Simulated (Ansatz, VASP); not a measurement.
One calculation of TePt, two programs

File INCAR:

```
ALGO     = Normal         # electronic algorithm
EDIFF    = 1E-7           # SCF threshold, eV
ENCUT    = 520            # plane-wave cutoff, eV
GGA      = PS             # functional
ISIF     = 2              # what is computed and relaxed
ISMEAR   = -1             # smearing method
LASPH    = T              # aspherical terms in the spheres
LCHARG   = F              # write CHGCAR
LREAL    = F              # projectors in reciprocal space
LWAVE    = F              # write WAVECAR
NBANDS   = 24             # bands
NELM     = 100            # most SCF steps
PREC     = Accurate       # precision mode
SIGMA    = 0.05           # smearing width, eV
```

The input KPOINTS:

```
k-points
0
Gamma
  7 7 5
```

File POSCAR:

```
TePt
1.0
    4.3464869437      0.0000000000      0.0000000000
   -2.1732434718      3.7641681104      0.0000000000
    0.0000000000      0.0000000000      5.7728143092
Pt Te
2 2
Direct
    0.0000000000      0.0000000000      0.0000000000
    0.0000000000      0.0000000000      0.5000000000
    0.3333333333      0.6666666667      0.2500000000
    0.6666666667      0.3333333333      0.7500000000
```

Contents of input.yaml:

```yaml
crystal:
  lattice:
    - [4.3464869437, 0.0, 0.0]
    - [-2.1732434718, 3.7641681104, 0.0]
    - [0.0, 0.0, 5.7728143092]
  atoms:
    - { symbol: Pt, position: [0.0, 0.0, 0.0] }
    - { symbol: Pt, position: [0.0, 0.0, 0.5] }
    - { symbol: Te, position: [0.3333333333, 0.6666666667, 0.25] }
    - { symbol: Te, position: [0.6666666667, 0.3333333333, 0.75] }
hamiltonian:
  xc: pbesol
  pseudopotentials: { kind: paw }
kpoints:
  mp_grid: { grid: [7, 7, 5] }
scf:
  occupations: { method: fermi_dirac, width: 0.05 }
output:
  forces: true
  stress: true
  eigenvalues: true
  write_density: true
  write_potential: true
  elf: true
  volumetric_format: npy
```

Change from the starting cell: volume scaled by 1.06.

Alike in both runs: task single point; functional PBEsol; k mesh 7 × 7 × 5; occupations fermi-dirac, width 0.05 eV; no spin polarisation.

```csv
,VASP,Ansatz
version,VASP 6.6.1,Ansatz 0.2.0
potentials or method,"VASP PAW PBE potentials, release 64 (Pt, Te)",Ansatz PAW
plane-wave cutoff (eV),520,420
valence electrons in the cell,32,68
```

|  | VASP | Ansatz | Ansatz less VASP |
| --- | --- | --- | --- |
| gap on the k mesh at the Fermi level (eV) | none | none | - |
| pressure (GPa) | -10.6 | -10.5 | +0.14 |
| largest component of the traceless stress (GPa) | 1.17 | 1.17 | -0.002 |

A gap of «none» marks a metal or a gap that the smearing closes. With one functional, cell and mesh, what is left measures potentials, basis and numerics. The two sets of potentials don't hold the same shells in valence.

Caveats: the PAW data sets were made with another functional, which shifts forces and pressure a little (VASP); the PAW data sets come from PBE, with cores solved anew for the run's functional, which leaves a small shift of forces and pressure (Ansatz). Spin-orbit coupling is left out, which matters for the levels of Pt, Te.
